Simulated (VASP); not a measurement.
# Tl (P6_3/mmc) in VASP: single point with PBEsol

Aim: the single point of Tl with PBEsol.

All numbers are computed with VASP 6.6.1; they aren't measurements. Logs are shortened: lines on timing, memory, paths and dates and some standing lists are left out, and cuts for length are marked.

## 1. The crystal as given

The structure is hexagonal, space group P6_3/mmc (No. 194). Conventional cell: a = 3.395 Å, b = 3.395 Å, c = 5.453 Å, α = 90.00°, β = 90.00°, γ = 120.00°. Tl (site symmetry -6m2) is surrounded by 12 Tl at 3.36 to 3.39 Å.

The cell was built by a generator and needn't be a form met in nature.

## 2. Single point, PBEsol

Contents of INCAR:

```
PREC     = Accurate       # precision mode
ENCUT    = 520            # plane-wave cutoff, eV
EDIFF    = 1E-6           # SCF threshold, eV
ISMEAR   = -1             # smearing method
SIGMA    = 0.1            # smearing width, eV
LREAL    = F              # projectors in reciprocal space
LASPH    = T              # aspherical terms in the spheres
NELM     = 100            # most SCF steps
ALGO     = Normal         # electronic algorithm
ISIF     = 2              # what is computed and relaxed
LWAVE    = F              # write WAVECAR
LCHARG   = F              # write CHGCAR
GGA      = PS             # functional
NBANDS   = 20             # bands
```

Contents of KPOINTS:

```
regular mesh
0
Gamma
  11 11 6
```

Contents of POSCAR:

```
Tl
1.0
    3.3949470000      0.0000000000      0.0000000000
   -1.6974740000      2.9401120000      0.0000000000
    0.0000000000      0.0000000000      5.4533780000
Tl
2
Direct
    0.3333000000      0.6667000000      0.2500000000
    0.6666000000      0.3333000000      0.7500000000
```

Potentials or basis: VASP PAW PBE potentials, release 64 (Tl_d).

On the command line:

```
$ cat potpaw_PBE.64/Tl_d/POTCAR > POTCAR
$ mpirun -np 1 vasp_std > vasp.out
```

OUTCAR:

```text
PREC = Accurate
   ENCUT = 520
   EDIFF = 1E-6
   ISMEAR = -1
   LREAL = F
   LASPH = T
   NELM = 100
   ISIF = 2
   GGA = PS

 ion  position               nearest neighbor table
   1  0.333  0.667  0.250-   2 3.36   2 3.36   2 3.36   2 3.36   2 3.36   2 3.36
   2  0.667  0.333  0.750-   1 3.36   1 3.36   1 3.36   1 3.36   1 3.36   1 3.36

  LATTYP: Found a hexagonal cell.
 ALAT       =     3.3949470000
 C/A-ratio  =     1.6063219838

  Lattice vectors:

 A1 = (   3.3949470000,   0.0000000000,   0.0000000000)
 A2 = (  -1.6974740000,   2.9401120000,   0.0000000000)
 A3 = (   0.0000000000,   0.0000000000,   5.4533780000)

Analysis of symmetry for initial positions (statically):
=====================================================================
 Subroutine PRICEL returns:
 Original cell was already a primitive cell.

 Routine SETGRP: Setting up the symmetry group for a
 hexagonal supercell.

 Subroutine GETGRP returns: Found  8 space group operations
 (whereof  2 operations were pure point group operations)
 out of a pool of 24 trial point group operations.

The static configuration has the point symmetry C_2 .
 The point group associated with its full space group is D_2h.

Analysis of symmetry for dynamics (positions and initial velocities):
=====================================================================
 Subroutine PRICEL returns:
 Original cell was already a primitive cell.

 Routine SETGRP: Setting up the symmetry group for a
 hexagonal supercell.

 Subroutine GETGRP returns: Found  8 space group operations
 (whereof  2 operations were pure point group operations)
 out of a pool of 24 trial point group operations.

The dynamic configuration has the point symmetry C_2 .
 The point group associated with its full space group is D_2h.

 Subroutine INISYM returns: Found  8 space group operations
 (whereof  2 operations are pure point group operations),
 and found     1 'primitive' translations

----------------------------------------------------------------------------------------

                                     Primitive cell

  volume of cell :      54.4330

  direct lattice vectors                    reciprocal lattice vectors
     3.394947000  0.000000000  0.000000000     0.294555408  0.170061599  0.000000000
    -1.697474000  2.940112000  0.000000000     0.000000000  0.340123097  0.000000000
     0.000000000  0.000000000  5.453378000     0.000000000  0.000000000  0.183372581

  length of vectors
     3.394947000  3.394948682  5.453378000     0.340123266  0.340123097  0.183372581

  position of ions in fractional coordinates (direct lattice)
     0.333300000  0.666700000  0.250000000
     0.666600000  0.333300000  0.750000000

  ion indices of the primitive-cell ions
   primitive index   ion index
                 1           1
                 2           2

----------------------------------------------------------------------------------------

 KPOINTS: regular mesh

Automatic generation of k-mesh.
 Grid dimensions read from file:
 generate k-points for:   11   11    6

 Generating k-lattice:

  Cartesian coordinates                     Fractional coordinates (reciprocal lattice)
     0.026777764  0.015460145  0.000000000     0.090909091  0.000000000  0.000000000
     0.000000000  0.030920282  0.000000000     0.000000000  0.090909091  0.000000000
     0.000000000  0.000000000  0.030562097     0.000000000  0.000000000  0.166666667

  Length of vectors
     0.030920297  0.030920282  0.030562097

  Shift w.r.t. Gamma in fractional coordinates (k-lattice)
     0.000000000  0.000000000  0.000000000

 Subroutine IBZKPT returns following result:
 ===========================================

 Found    144 irreducible k-points:

 Following reciprocal coordinates:
            Coordinates               Weight
  0.000000  0.000000  0.000000      1.000000
  0.090909 -0.000000  0.000000      4.000000
  0.000000  0.090909  0.000000      2.000000
  0.181818 -0.000000  0.000000      4.000000
  0.000000  0.181818  0.000000      2.000000
  0.272727 -0.000000  0.000000      4.000000
[... 16 lines left out ...]
  0.454545  0.090909  0.000000      4.000000
 -0.090909 -0.454545  0.000000      2.000000
 [... further k-points ...]
   k-points           NKPTS =    144   k-points in BZ     NKDIM =    144   number of bands    NBANDS=     20
   number of dos      NEDOS =    301   number of ions     NIONS =      2
   total plane-waves  NPLWV =  32928
   dimension x,y,z NGX =    28 NGY =   28 NGZ =   42
   dimension x,y,z NGXF=    56 NGYF=   56 NGZF=   84
   ions per type =               2
   NGX,Y,Z   is equivalent  to a cutoff of  13.71, 13.71, 12.80 a.u.
   NGXF,Y,Z  is equivalent  to a cutoff of  27.42, 27.42, 25.61 a.u.
 SYSTEM =  unknown system
   PREC   = accura    normal or accurate (medium, high low for compatibility)
   ISTART =      0    job   : 0-new  1-cont  2-samecut
   ICHARG =      2    charge: 1-file 2-atom 10-const
   ISPIN  =      1    spin polarized calculation?
   LNONCOLLINEAR =      F non collinear calculations
   LSORBIT =      F    spin-orbit coupling
   LASPH  =      T    aspherical Exc in radial PAW
   ENCUT  =  520.0 eV  38.22 Ry    6.18 a.u.   6.31  6.31 10.14*2*pi/ulx,y,z
   NELM   =    100;   NELMIN=  2; NELMDL= -5     # of ELM steps
   EDIFF  = 0.1E-05   stopping-criterion for ELM
   LREAL  =      F    real-space projection
   EDIFFG = 0.1E-04   stopping-criterion for IOM
   NSW    =      0    number of steps for IOM
   IBRION =     -1    ionic relax: 0-MD 1-quasi-New 2-CG
   NFREE  =      0    steps in history (QN), initial steepest desc. (CG)
   ISIF   =      2    stress and relaxation
   ISYM   =      2    0-nonsym 1-usesym 2-fastsym
   POTIM  = 0.5000    time-step for ionic-motion
   TEBEG  =    0.0;   TEEND  =   0.0 temperature during run
   PSTRESS=    0.0 pullay stress
   NELECT =      26.0000    total number of electrons
   NUPDOWN=      -1.0000    fix difference up-down
   EMIN   =  10.00;   EMAX   =-10.00  energy-range for DOS
   EFERMI =   0.00;   METHOD = LEGACY
   ISMEAR =    -1;   SIGMA  =   0.10  broadening in eV -4-tet -1-fermi 0-gaus
   EFERMI_NEDOS =   21; number of points for ismear=-14 and -15
   IALGO  =     38    algorithm
   IMIX   =      4    mixing-type and parameters
     AMIX     =   0.40;   BMIX     =  1.00
     AMIX_MAG =   1.60;   BMIX_MAG =  1.00
  volume/ion in A,a.u.               =      27.22       183.67
  Fermi-wavevector in a.u.,A,eV,Ry     =   1.279711  2.418302 22.281709  1.637659
  Thomas-Fermi vector in A             =   2.412180
   LORBIT       =      0    0 simple, 1 ext, 2 COOP (PROOUT), +10 PAW based schemes
   GGA     = PS    functional components
   LHFCALC =     F    Hartree Fock is set to
   AEXX    =    0.0000 exact exchange contribution
   IVDW    =     0    specifies the selected vdW correction
   LEPSILON=     F    determine dielectric tensor
   LRPA    =     F    only Hartree local field effects (RPA)
 non-spin polarized calculation
  energy-cutoff  :      520.00
  volume of cell :       54.43
 maximum number of plane-waves:      1496
 NGX is ok and might be reduce to    28
   NGX = 13   NGY = 13   NGZ = 21

 number of electron      25.9999996 magnetization

 Free energy of the ion-electron system (eV)
  ---------------------------------------------------
  ext. energy  EPLUGINS =         0.00000000
  ---------------------------------------------------
  free energy    TOTEN  =        -5.26699259 eV

  energy without entropy =       -5.23890673  energy(sigma->0) =       -5.25294966

 E-fermi :   6.8799     XC(G=0): -10.6168

 val. band max:        6.8287069589   @ k =  -0.4545   0.3636   0.3333
 cond. band min:       6.9054726180   @ k =   0.3636   0.2727   0.3333
 fundamental gap:      0.0767656592
 Fermi energy:         6.8799308718

 k-point     1 :       0.0000    0.0000    0.0000
  band No.  band energies     occupation
      1      -4.9536      2.00000
      2      -4.6720      2.00000
      3      -4.6459      2.00000
      4      -4.6459      2.00000
      5      -4.5845      2.00000
      6      -4.5845      2.00000
[... 12 lines left out ...]
     19      18.0442      0.00000
     20      18.1115      0.00000

 k-point     2 :       0.0909   -0.0000    0.0000
  band No.  band energies     occupation
      1      -4.9201      2.00000
      2      -4.7075      2.00000
      3      -4.6054      2.00000
      4      -4.6045      2.00000
      5      -4.5865      2.00000
      6      -4.5469      2.00000
[... 12 lines left out ...]
     19      18.1007      0.00000
     20      18.7384      0.00000

 k-point     3 :       0.0000    0.0909    0.0000
  band No.  band energies     occupation
      1      -4.9201      2.00000
      2      -4.7075      2.00000
      3      -4.6054      2.00000
      4      -4.6045      2.00000
      5      -4.5864      2.00000
      6      -4.5469      2.00000
[... 12 lines left out ...]
     19      18.1006      0.00000
     20      18.7382      0.00000

 k-point     4 :       0.1818   -0.0000    0.0000
  band No.  band energies     occupation
      1      -4.8916      2.00000
      2      -4.7166      2.00000
      3      -4.6162      2.00000
      4      -4.6006      2.00000
      5      -4.5676      2.00000
      6      -4.5076      2.00000
[... 12 lines left out ...]
     19      17.7092      0.00000
     20      18.8545      0.00000

 k-point     5 :       0.0000    0.1818    0.0000
  band No.  band energies     occupation
      1      -4.8916      2.00000
      2      -4.7166      2.00000
      3      -4.6162      2.00000
      4      -4.6007      2.00000
      5      -4.5675      2.00000
      6      -4.5076      2.00000
[... 12 lines left out ...]
     19      17.7091      0.00000
     20      18.8546      0.00000
[... 353 lines left out ...]
      6      -4.4482      2.00000
[... 12 lines left out ...]
     19      16.2315      0.00000
     20      16.6096      0.00000

 k-point    22 :      -0.4545    0.3636    0.0000
  band No.  band energies     occupation
      1      -5.0066      2.00000
      2      -4.8741      2.00000
      3      -4.7725      2.00000
      4      -4.6787      2.00000
      5      -4.4646      2.00000
      6      -4.4482      2.00000
[... 12 lines left out ...]
     19      16.2314      0.00000
     20      16.6096      0.00000

 k-point    23 :       0.4545    0.0909    0.0000
  band No.  band energies     occupation
      1      -5.0288      2.00000
      2      -4.9081      2.00000
      3      -4.7875      2.00000
      4      -4.6876      2.00000
      5      -4.4669      2.00000
      6      -4.4383      2.00000
[... 12 lines left out ...]
     19      16.0774      0.00000
     20      16.5208      0.00000

 k-point    24 :      -0.0909   -0.4545    0.0000
  band No.  band energies     occupation
      1      -5.0288      2.00000
      2      -4.9081      2.00000
      3      -4.7874      2.00000
      4      -4.6875      2.00000
      5      -4.4670      2.00000
      6      -4.4382      2.00000
[... 12 lines left out ...]
     19      16.0775      0.00000
     20      16.5208      0.00000

 [... further k-points ...]

------------------------ aborting loop because EDIFF is reached ----------------------------------------

  FORCE on cell =-STRESS in cart. coord.  units (eV):
  Direction    XX          YY          ZZ          XY          YZ          ZX
  --------------------------------------------------------------------------------------
  -------------------------------------------------------------------------------------
  Total        0.6606950      0.6611141      0.6537737     -0.0000001      0.0000000      0.0000000
  in kB       19.4468448     19.4591805     19.2431236     -0.0000033      0.0000000      0.0000000
  external PRESSURE =      19.3830496 kB  Pullay stress =       0.0000000 kB

 VOLUME and BASIS-vectors are now :
 -----------------------------------------------------------------------------
  energy-cutoff  :      520.00
  volume of cell :       54.43
      direct lattice vectors                 reciprocal lattice vectors
     3.394947000  0.000000000  0.000000000     0.294555408  0.170061599  0.000000000
    -1.697474000  2.940112000  0.000000000     0.000000000  0.340123097  0.000000000
     0.000000000  0.000000000  5.453378000     0.000000000  0.000000000  0.183372581

 POSITION                                       TOTAL-FORCE (eV/Angst)
 -----------------------------------------------------------------------------------
     -0.00017      1.96017      1.36334         0.000000     -0.000075      0.000000
      1.69730      0.97994      4.09003        -0.000000      0.000075     -0.000000
 -----------------------------------------------------------------------------------
    total drift:                                0.000000      0.000000     -0.000000

  FREE ENERGIE OF THE ION-ELECTRON SYSTEM (eV)
  ---------------------------------------------------
  free  energy   TOTEN  =        -5.2669925861 eV

  energy  without entropy=       -5.2389067300  energy(sigma->0) =       -5.25294966
```

Run time: 62 s. Hardware: 1 thread of Intel Xeon 6975P-C (Granite Rapids), shared host; peak memory 0.24 GiB.

Results:

```
Free energy            : -5.2670 eV
Pressure               : 1.9 GPa
Band gap on the k mesh : none (metal or under the smearing width)
```

Caveat: the PAW data sets were made with another functional, which shifts forces and pressure a little. The run has no spin-orbit coupling, so splittings on Tl are missing.
